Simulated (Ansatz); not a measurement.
Runs of Ansatz 0.2.0 on CuO. The typed cell holds 4 atoms: a = 2.988 Å, b = 2.816 Å, c = 5.493 Å, α = 74.89°, β = 74.25°, γ = 66.24°. The cell comes from a database or a generator and needn't be the stable form of this composition.

| task | level | potentials or basis | U | k mesh | cutoff (eV) | points for each segment of the path | hubbard projectors | double counting | gap on the mesh (eV) | pressure (GPa) | largest force (eV/Å) |
| --- | --- | --- | --- | --- | --- | --- | --- | --- | --- | --- | --- |
| band structure | LDA+U | Ansatz PAW | Cu d U = 5.3 eV | 10 × 10 × 5 | 420 | 14 | ortho-atomic (the default) | fll (the default) | none | -15.5 | 1.43 |
| band structure | LDA+U | Ansatz PAW | Cu d U = 4.5 eV | 10 × 10 × 5 | 420 | 14 | ortho-atomic (the default) | fll (the default) | none | (a) | 1.43 |
| single point | PBE | Ansatz PAW | - | 10 × 10 × 5 | 350 | - | - | - | none | (b) | 1.63 |
| single point | PBE | Ansatz PAW | - | 17 × 18 × 9 | 420 | - | - | - | none | -3.6 | 1.65 |

Alike in all rows: no spin polarisation; cell as given; smearing fermi-dirac 0.05 eV.

Task: Fill in the values left out.

Result: (a) -16.1; (b) -3.7.

Caveats: the run has no spin polarisation, though such a crystal can be magnetic; forces of over 1 eV/Å show positions far from the minimum, so gaps and moduli don't describe the material at rest; U without spin polarisation on a metal has little footing (some runs); the PAW data sets come from PBE, with cores solved anew for the run's functional, which leaves a small shift of forces and pressure (some runs); semilocal functionals often make such compounds metallic where correlation or magnetic order opens a gap, which also shifts bond lengths (some runs); the pressure holds a Pulay correction of +7.6 GPa for the finite cutoff (some runs); the cutoff lies under the one recommended for these potentials (some runs).

A gap of «none» marks a metal or a gap under the smearing width.
